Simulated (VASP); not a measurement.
CdS (Greenockite), 4 atoms in the cell. It takes space group P6_3mc (No. 186, hexagonal). Conventional cell: a = 4.129 Å, b = 4.129 Å, c = 6.732 Å, α = 90.00°, β = 90.00°, γ = 120.00°. Cd (site symmetry 3m) has 4 S at 2.53 Å as nearest neighbours. S (site symmetry 3m) is surrounded by 4 Cd at 2.53 Å. 

* Program: VASP 6.6.1
* Task: relaxation of cell and atoms
* Functional: PBEsol
* Potentials or basis: VASP PAW PBE potentials, release 64 (Cd, S)
* Cutoff: 600 eV
* k mesh: 9 × 9 × 4
* Occupations: gaussian, width 0.03 eV
* Spin: no spin polarisation
* Further INCAR settings: ALGO = Normal; EDIFF = 1e-07; IBRION = 2; EDIFFG = -0.005; NSW = 90; ISIF = 3

Potentials or basis: VASP PAW PBE potentials, release 64 (Cd, S).

The run is started by

```console
$ cat potpaw_PBE.64/Cd/POTCAR potpaw_PBE.64/S/POTCAR > POTCAR
$ mpirun -np 4 vasp_std > vasp.out
```

Hardware: 4 MPI ranks on Intel(R) Xeon(R) Platinum 8488C (Sapphire Rapids) (shared host).

Problem. How long does it take, and how much memory?

Solution. Wall time 69 s on 4 MPI ranks on Intel(R) Xeon(R) Platinum 8488C (Sapphire Rapids) (shared host), peak memory 0.3 GiB a rank. Counts: scf iterations 42, k points 36, ion steps 5.
